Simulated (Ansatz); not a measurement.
Crystal: I.

```xyz
4
Lattice="3.6350 -2.3950 0.0000 3.6350 2.3950 0.0000 0.0000 0.0000 9.7934" Properties=species:S:1:pos:R:3 pbc="T T T"
I     3.6350   -0.7152    3.7646
I     3.6350    1.6799    1.1321
I     3.6350    0.7152    6.0288
I     3.6350   -1.6799    8.6613
```

Base run:

```yaml
Program: Ansatz 0.2.0
Functional: HSE03
Potentials_or_basis: Ansatz PAW
Cutoff: "420 eV (not typed: the program's choice for these potentials)"
k_mesh: 4 × 4 × 2
Occupations: fermi-dirac, width 0.05 eV
Spin: no spin polarisation
```

Its results: band gap on the k mesh 1.95 eV, indirect (least direct gap 2.14 eV); pressure 1.1 GPa; largest force 0.370 eV/Å.

The run is repeated on the same cell with these changes: functional from HSE03 to HSEsol. What comes out?

Band gap on the k mesh 2.10 eV, indirect (least direct gap 2.30 eV); pressure -0.2 GPa; largest force 0.260 eV/Å.

Caveats: spin-orbit coupling is left out, which moves the levels of the heavy elements; the PAW data sets come from PBE, with cores solved anew for the run's functional, which leaves a small shift of forces and pressure; the thresholds are loose for stress.
